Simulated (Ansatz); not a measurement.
Crystal: TiTe2.

```
Te Ti
1.0
     3.77700    0.00000    0.00000
    -1.88850    3.27098    0.00000
     0.00000    0.00000    6.49800
Te Ti
2 1
Direct
  0.33333 0.66667 0.73720
  0.66667 0.33333 0.26280
  0.00000 0.00000 0.00000
```

```yaml
Program: Ansatz 0.2.0
Task: relaxation of cell and atoms
Functional: RPBE
Potentials_or_basis: Ansatz PAW
Cutoff: "420 eV (not typed: the program's choice for these potentials)"
k_mesh: 8 × 8 × 4
Occupations: fermi-dirac, width 0.05 eV
Spin: no spin polarisation
```

At the start: volume 26.76 Å³/atom.

Where does the relaxation end?

It ends after 19 steps and the volume is 38.17 Å³/atom (+42.6 %); space group P-3m1 (No. 164, to 0.05 Å).

The path:
```csv
step,energy change (eV),largest force (eV/Å),volume (Å³)
1,0.0000,0.0926,80.28
2,-0.0603,0.0472,89.48
3,-0.0771,0.0410,90.10
4,-0.0954,0.0763,92.41
5,-0.0992,0.0043,95.59
6,-0.1001,0.0001,94.02
7,-0.1011,0.0045,94.91
8,-0.1011,0.0005,95.14
9,-0.1144,0.0007,95.14
10,-0.1258,0.0088,98.26
11,-0.1359,0.0098,102.03
12,-0.1401,0.0092,105.95
13,-0.1400,0.0023,106.67
14,-0.1444,0.0026,106.67
15,-0.1461,0.0031,108.60
16,-0.1474,0.0323,112.48
17,-0.1475,0.0003,113.89
18,-0.1474,0.0024,114.50
19,-0.1484,0.0023,114.50
```

Final structure:
```
CELL_PARAMETERS angstrom
3.81173 0.00000 0.00000
-1.90587 3.30106 0.00000
0.00000 0.00000 9.10010
ATOMIC_POSITIONS crystal
Te 0.33333 0.66667 0.80876
Te 0.66667 0.33333 0.19124
Ti 0.00000 0.00000 0.00000
```

Caveat: the volume moved by over 15 % at a fixed basis, so the end points are rough; the plane-wave basis is chosen anew once the cell has moved, so the energies of steps on either side of that aren't comparable; this functional lacks dispersion, which binds the layers, so the pressure and a relaxed spacing across them are unreliable, and here the layers came unbound; the PAW data sets come from PBE, with cores solved anew for the run's functional, which leaves a small shift of forces and pressure.
